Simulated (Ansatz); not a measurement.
## Nudged elastic band run: Rb

input.yaml

```yaml
crystal:
  lattice:
    - [11.18, 0.0, 0.0]
    - [0.0, 11.18, 0.0]
    - [0.0, 0.0, 11.18]
  atoms:
    - { symbol: Rb, position: [-0.01061398, 0.00300645, -0.00247914] }
    - { symbol: Rb, position: [0.51504032, -0.00160536, -0.00244114] }
    - { symbol: Rb, position: [-0.05635452, 0.40804106, -0.00285232] }
    - { symbol: Rb, position: [-0.02860785, 0.00671675, 0.50519667] }
    - { symbol: Rb, position: [0.25503264, 0.2479388, 0.26145393] }
    - { symbol: Rb, position: [0.53642931, 0.44968877, -0.00238807] }
    - { symbol: Rb, position: [0.53941071, -0.00907482, 0.50569414] }
    - { symbol: Rb, position: [0.73914823, 0.24719006, 0.281631] }
    - { symbol: Rb, position: [0.01894507, 0.51580194, 0.49354322] }
    - { symbol: Rb, position: [0.25568683, 0.83137789, 0.30043402] }
    - { symbol: Rb, position: [0.25492322, 0.25030709, 0.7364634] }
    - { symbol: Rb, position: [0.48691979, 0.52430576, 0.4932733] }
    - { symbol: Rb, position: [0.76317441, 0.73200293, 0.23275725] }
    - { symbol: Rb, position: [0.73878588, 0.25498648, 0.71308092] }
    - { symbol: Rb, position: [0.25511175, 0.81096282, 0.70926647] }
    - { symbol: Rb, position: [0.76357201, 0.72775984, 0.76445714] }
    - { symbol: Rb, position: [0.21800629, 0.62497385, 0.01574134] }
basis:
  ecutwfc: 420.0
kpoints:
  mp_grid: { grid: [2, 2, 2] }
hamiltonian:
  xc: pbe
  dispersion: d3bj
scf:
  occupations: { method: gaussian, width: 0.1 }
  lower_state_search: "off"
neb:
  images: 5
  f_tol: 0.03
  initial_path: linear
  max_iterations: 41
  final_atoms:
    - { symbol: Rb, position: [-0.02968144, 0.02879816, -0.00175362] }
    - { symbol: Rb, position: [0.49868441, 0.01932009, -0.00158853] }
    - { symbol: Rb, position: [-0.10568169, 0.43677835, -0.00248115] }
    - { symbol: Rb, position: [0.02565858, -0.01071028, 0.49584133] }
    - { symbol: Rb, position: [0.22965402, 0.27083417, 0.23491876] }
    - { symbol: Rb, position: [0.5002505, 0.49064555, -0.00138223] }
    - { symbol: Rb, position: [0.48316291, 0.04796624, 0.50378585] }
    - { symbol: Rb, position: [0.75142169, 0.23166522, 0.28513583] }
    - { symbol: Rb, position: [0.01360863, 0.51991695, 0.49639705] }
    - { symbol: Rb, position: [0.324657, 0.76342159, 0.29752507] }
    - { symbol: Rb, position: [0.22727151, 0.27186917, 0.76374114] }
    - { symbol: Rb, position: [0.5090378, 0.47550043, 0.50284247] }
    - { symbol: Rb, position: [0.74995863, 0.7580033, 0.26085301] }
    - { symbol: Rb, position: [0.75618397, 0.23116314, 0.7108025] }
    - { symbol: Rb, position: [0.31131485, 0.76231995, 0.70840689] }
    - { symbol: Rb, position: [0.75031753, 0.75800506, 0.73746823] }
    - { symbol: Rb, position: [0.12448033, 0.69234637, 0.01012534] }
  order_check: true
```

Run as:

```bash
$ ansatz run input.yaml --threads 4 --pin off --max-ram 10240MiB --backend cpu --events-out ev --progress --plain --runs-dir out
```

Output, in part (warnings, iteration lines):

```
NEB end point (image 0): max|allowed force component| = 2.276e-2 eV/Å (the criterion of neb.relax_end_points is 1.000e-2)
NEB end point (image 6): max|allowed force component| = 2.883e-2 eV/Å (the criterion of neb.relax_end_points is 1.000e-2)
NEB iter   1: max|band force component| = 7.098e-2 eV/Å  barrier→ = 0.0059 eV  barrier← = 0.0228 eV  CI = image 3  Δτ_max = 0.0214 Å  (56 SCF iters)
NEB iter   2: max|band force component| = 7.294e-2 eV/Å  barrier→ = 0.0004 eV  barrier← = 0.0174 eV  CI = image 2  Δτ_max = 0.1994 Å  (25 SCF iters)
NEB iter   3: max|band force component| = 1.081e-1 eV/Å  barrier→ = -0.0194 eV  barrier← = -0.0024 eV  CI = image 1  Δτ_max = 0.1493 Å  (35 SCF iters)
NEB iter   4: max|band force component| = 3.577e-2 eV/Å  barrier→ = -0.0148 eV  barrier← = 0.0021 eV  CI = image 1  Δτ_max = 0.2000 Å  (31 SCF iters)
NEB iter   5: max|band force component| = 4.720e-2 eV/Å  barrier→ = -0.0092 eV  barrier← = 0.0077 eV  CI = image 1  Δτ_max = 0.1000 Å  (34 SCF iters)
NEB iter   6: max|band force component| = 3.616e-2 eV/Å  barrier→ = -0.0072 eV  barrier← = 0.0097 eV  CI = image 1  Δτ_max = 0.1986 Å  (30 SCF iters)
NEB iter   7: max|band force component| = 3.837e-2 eV/Å  barrier→ = -0.0145 eV  barrier← = 0.0025 eV  CI = image 1  Δτ_max = 0.1991 Å  (33 SCF iters)
NEB iter   8: max|band force component| = 3.195e-2 eV/Å  barrier→ = -0.0179 eV  barrier← = -0.0010 eV  CI = image 1  Δτ_max = 0.1769 Å  (34 SCF iters)
NEB iter   9: max|band force component| = 1.851e-2 eV/Å  barrier→ = -0.0163 eV  barrier← = 0.0007 eV  CI = image 1  Δτ_max = 0.1966 Å  (31 SCF iters)
NEB iter  10: max|band force component| = 1.930e-1 eV/Å  barrier→ = -0.0180 eV  barrier← = -0.0011 eV  CI = image 1  Δτ_max = 0.2000 Å  (7 SCF iters)
NEB iter  11: max|band force component| = 2.930e-2 eV/Å  barrier→ = -0.0185 eV  barrier← = -0.0015 eV  CI = image 1  Δτ_max = 0.1966 Å  (33 SCF iters)
NEB iter  12: max|band force component| = 8.918e-2 eV/Å  barrier→ = -0.0196 eV  barrier← = -0.0026 eV  CI = image 1  Δτ_max = 0.2000 Å  (7 SCF iters)
NEB iter  13: max|band force component| = 2.711e-2 eV/Å  barrier→ = -0.0180 eV  barrier← = -0.0011 eV  CI = image 1  Δτ_max = 0.1969 Å  (31 SCF iters)
NEB iter  14: max|band force component| = 5.623e-2 eV/Å  barrier→ = -0.0201 eV  barrier← = -0.0032 eV  CI = image 1  Δτ_max = 0.2000 Å  (7 SCF iters)
NEB iter  15: max|band force component| = 2.709e-2 eV/Å  barrier→ = -0.0161 eV  barrier← = 0.0008 eV  CI = image 1  Δτ_max = 0.1968 Å  (29 SCF iters)
NEB iter  16: max|band force component| = 2.001e-2 eV/Å  barrier→ = -0.0184 eV  barrier← = -0.0015 eV  CI = image 1  Δτ_max = 0.1944 Å  (7 SCF iters)
NEB iter  17: max|band force component| = 3.987e-2 eV/Å  barrier→ = -0.0155 eV  barrier← = 0.0014 eV  CI = image 1  Δτ_max = 0.1970 Å  (7 SCF iters)
NEB iter  18: max|band force component| = 3.350e-2 eV/Å  barrier→ = -0.0193 eV  barrier← = -0.0024 eV  CI = image 1  Δτ_max = 0.1777 Å  (32 SCF iters)
NEB iter  19: max|band force component| = 2.930e-2 eV/Å  barrier→ = -0.0144 eV  barrier← = 0.0025 eV  CI = image 1  Δτ_max = 0.1858 Å  (32 SCF iters)
NEB iter  20: max|band force component| = 2.417e-1 eV/Å  barrier→ = -0.0144 eV  barrier← = 0.0026 eV  CI = image 1  Δτ_max = 0.2000 Å  (7 SCF iters)
NEB iter  21: max|band force component| = 2.447e-2 eV/Å  barrier→ = -0.0165 eV  barrier← = 0.0004 eV  CI = image 1  CI's point: of a kind that is not told: the force calls were inconclusive, a negative curvature could not be distinguished from the path's own, the only one lies far off the path, or fixed occupations may fill a level only in part  Δτ_max = 0.0000 Å  (254 SCF iters)
```

The forces met the threshold. The band force fell under the threshold earlier too, but the program's further tests of the path sent the band on. The highest image is an end point: on this band no image between the ends rises above it. Inner images lie up to 0.091 eV below the lower end, so the ends aren't the lowest states on this path. Limits of this set-up: coarse k mesh, a small cell, in which the defect meets its images.

Final band (atoms are numbered from 1 in the order of the input):

```json
{"image": "0", "path coordinate (Å)": "0.00", "energy (eV)": "0.000", "Rb1–Rb10 (Å)": "4.90", "Rb1–Rb15 (Å)": "4.88", "Rb5–Rb10 (Å)": "4.68"}
{"image": "1", "path coordinate (Å)": "0.41", "energy (eV)": "-0.017", "Rb1–Rb10 (Å)": "4.95", "Rb1–Rb15 (Å)": "4.92", "Rb5–Rb10 (Å)": "4.75"}
{"image": "2", "path coordinate (Å)": "1.60", "energy (eV)": "-0.075", "Rb1–Rb10 (Å)": "5.13", "Rb1–Rb15 (Å)": "4.95", "Rb5–Rb10 (Å)": "4.58"}
{"image": "3", "path coordinate (Å)": "2.79", "energy (eV)": "-0.108", "Rb1–Rb10 (Å)": "5.25", "Rb1–Rb15 (Å)": "4.97", "Rb5–Rb10 (Å)": "4.69"}
{"image": "4", "path coordinate (Å)": "3.98", "energy (eV)": "-0.107", "Rb1–Rb10 (Å)": "5.46", "Rb1–Rb15 (Å)": "5.11", "Rb5–Rb10 (Å)": "5.03"}
{"image": "5", "path coordinate (Å)": "5.17", "energy (eV)": "-0.072", "Rb1–Rb10 (Å)": "5.77", "Rb1–Rb15 (Å)": "5.31", "Rb5–Rb10 (Å)": "5.55"}
{"image": "6", "path coordinate (Å)": "6.36", "energy (eV)": "-0.017", "Rb1–Rb10 (Å)": "5.97", "Rb1–Rb15 (Å)": "5.82", "Rb5–Rb10 (Å)": "5.65"}
```

Run time: 17 min on 4 threads of Intel(R) Xeon(R) Platinum 8488C (Sapphire Rapids), on a shared host, peak memory 5.7 GiB.
